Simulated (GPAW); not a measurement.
PbSe (Clausthalite), 2 atoms in the cell. The typed cell holds 2 atoms: a = 4.328 Å, b = 4.328 Å, c = 4.328 Å, α = 60.00°, β = 60.00°, γ = 60.00°.  The cell isn't the ideal one: atoms moved at random, drawn with an rms of 0.02 Å.

```yaml
Program: GPAW 26.7.0
Task: energy-loss spectrum
Functional: LDA
Potentials_or_basis: the program's PAW data sets (release 1.2.1) made for this functional
Cutoff: 450 eV
Basis: pw
k_mesh: 6 × 6 × 6
Occupations: fermi-dirac, width 0.001 eV
Spin: no spin polarisation
Kernel: RPA
Eta: 0.3 eV
Response_ecut: 50 eV
Domega0: 0.1 eV
Maxiter: 150
Response_k_mesh: 8 × 8 × 8
Omega2: 10 eV
Response_bands: 42
Q_points: "[[0.125, 0.125, 0.125], [0.5, 0.5, 0.5]]"
```

Potentials or basis: the program's PAW data sets (release 1.2.1) made for this functional, pw.

Launch:

```bash
$ OMP_NUM_THREADS=1 python run.py
```

Hardware: 1 thread of Arm Neoverse V1 (shared host).

How long does it take, and how much memory?

Run time: 12 min on 1 thread of Arm Neoverse V1, on a shared host, peak memory 0.69 GiB. Counts: scf iterations 29, plane waves 1260, bands 19, k points 112.
